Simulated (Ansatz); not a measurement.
**Al$_{2}$Ru (I4/mmm), work and stress of cleavage**

Computed with Ansatz, DFT PBEsol, scalar-relativistic, plane waves, PAW. Settings: plane waves to 420 eV, k-mesh 15×15×3 (Γ-centred), Gaussian smearing 0.15 eV. No spin polarisation. Energies are free energies at this smearing, counted from the undisturbed cell; pressure is positive in compression.

Reference structure (relaxed at this level; it needn't be the usual structure):

```
Al Ru
1.0
    -3.12136    0.00000    0.00000
     0.00000   -3.12136    0.00000
     0.00000    0.00000   16.84621
Al Ru
8 4
Cartesian
  -1.5607 -1.5607 7.6572
  0.0000 0.0000 3.4457
  -1.5607 -1.5607 16.0803
  0.0000 0.0000 11.8688
  0.0000 0.0000 0.7659
  -1.5607 -1.5607 13.4005
  0.0000 0.0000 9.1890
  -1.5607 -1.5607 4.9774
  0.0000 0.0000 6.3173
  -1.5607 -1.5607 2.1058
  0.0000 0.0000 14.7404
  -1.5607 -1.5607 10.5289
```

The cut lies on the cell's a–b face, a (0 0 1) plane (indices in the standard cell, whose axes needn't be the Cartesian ones shown) of area 9.74 Å², between layers 1.53 Å apart. Vector c is lengthened by d along the normal with the atoms' Cartesian places fixed: one unrelaxed cut a cell. The traction is positive where the two halves pull on each other.

| d (Å) | energy (J/m²) | traction (GPa) |
| --- | --- | --- |
| -0.30 | 0.49 | -38.2 |
| -0.15 | 0.10 | -15.0 |
| 0.00 | 0.00 | 0.0 |
| 0.25 | 0.20 | 14.1 |
| 0.50 | 0.64 | 19.9 |
| 0.75 | 1.15 | 20.8 |
| 1.00 | 1.65 | 18.7 |
| 1.50 | 2.44 | 12.7 |
| 2.00 | 2.94 | 7.6 |
| 3.00 | 3.39 | 2.5 |
| 4.50 | 3.55 | 0.2 |
| 6.00 | 3.56 | 0.0 |

Q: What are the work of separation and the cleavage stress, and do they fit the universal binding curve?

A: The energy levels off near W ≈ 3.56 J/m² (the traction is down to 0.0 GPa), the energy of the two unrelaxed faces, 1.78 J/m² each on average. The largest sampled traction is 20.8 GPa at d = 0.75 Å, and a parabola through it and its two neighbours peaks at σ_max ≈ 20.8 GPa, d ≈ 0.70 Å. The curve E = W[1 − (1 + d/ℓ)exp(−d/ℓ)] peaks in traction at d = ℓ with σ_max = W/(eℓ); with 1 J/m² per Å = 10 GPa this W and σ_max give ℓ = 0.63 Å. A parabola through that curve at the same three d peaks at 0.64 Å, against 0.70 Å here, a fair fit. Real crystals break at far lower stress, because cracks concentrate it, and on the plane of lowest W, which needn't be this one.

The cut is rigid; relaxing the faces lowers these energies and usually the stresses.

In a metal these slopes depend on the k mesh and the smearing.

Cost: 12 runs of about 6 core-minutes in all, on Intel Xeon Platinum 8488C (Sapphire Rapids) (shared hosts).